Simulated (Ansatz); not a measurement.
FeGe under changes of volume

One of the cells (14.837 Å³/atom); the others are scaled copies at fixed shape and fractional positions:

```
CELL_PARAMETERS angstrom
4.99760 0.00000 0.00000
-2.49880 4.32805 0.00000
0.00000 0.00000 4.11576
ATOMIC_POSITIONS crystal
Ge 0.66667 0.33333 0.50000
Ge 0.33333 0.66667 0.50000
Ge 0.00000 0.00000 0.00000
Fe 0.00000 0.50000 0.00000
Fe 0.50000 0.50000 0.00000
Fe 0.50000 0.00000 0.00000
```

The cell is a database's computed one.

| Property | Result |
| --- | --- |
| Program | Ansatz 0.2.0 |
| Functional | PBEsol |
| Potentials or basis | Ansatz PAW |
| Cutoff | 420 eV (not typed: the program's choice for these potentials) |
| k mesh | 6 × 6 × 7 |
| Occupations | fermi-dirac, width 0.05 eV |
| Spin | collinear spin, ferromagnetic start |
| Starting moments | [0.0, 0.0, 0.0, 3.0, 3.0, 3.0] μB |

| volume (Å³/atom) | energy over the lowest point (meV/atom) | pressure (GPa) | moment (μB per cell) |
| --- | --- | --- | --- |
| 13.947 | 0.00 | -1.6 | 4.03 |
| 14.244 | 6.06 | -4.8 | 4.11 |
| 14.540 | 17.72 | -7.7 | 4.19 |
| 14.837 | 34.35 | -10.2 | 4.26 |
| 15.134 | ? | ? | ? |
| 15.431 | 80.26 | -14.1 | 4.47 |
| 15.727 | 108.08 | -15.3 | 4.76 |

What does the run at 15.134 Å³/atom give?

Energy over the lowest point 55.42 meV/atom; pressure -12.3 GPa; moment 4.34 μB per cell.

Worked out: A Birch-Murnaghan fit of order 3 (a polynomial in V^(-2/3)) to the other rows has its minimum at 13.82 Å³/atom, just outside them, with B0 = V·E''(V) = 175 GPa and B' = 5.5 at fixed shape and positions, which overstates the stiffness. It gives 55.44 meV/atom at 15.134 Å³/atom, against the run's 55.42, and -dE/dV = -12.4 GPa, against -12.3. A parabola through the other rows of the moment, of slope 0.469 μB per Å³/atom there, gives 4.38 μB, against the run's 4.34.

Energies are extrapolated to zero smearing.

Caveats: the PAW data sets come from PBE, with cores solved anew for the run's functional, which leaves a small shift of forces and pressure.
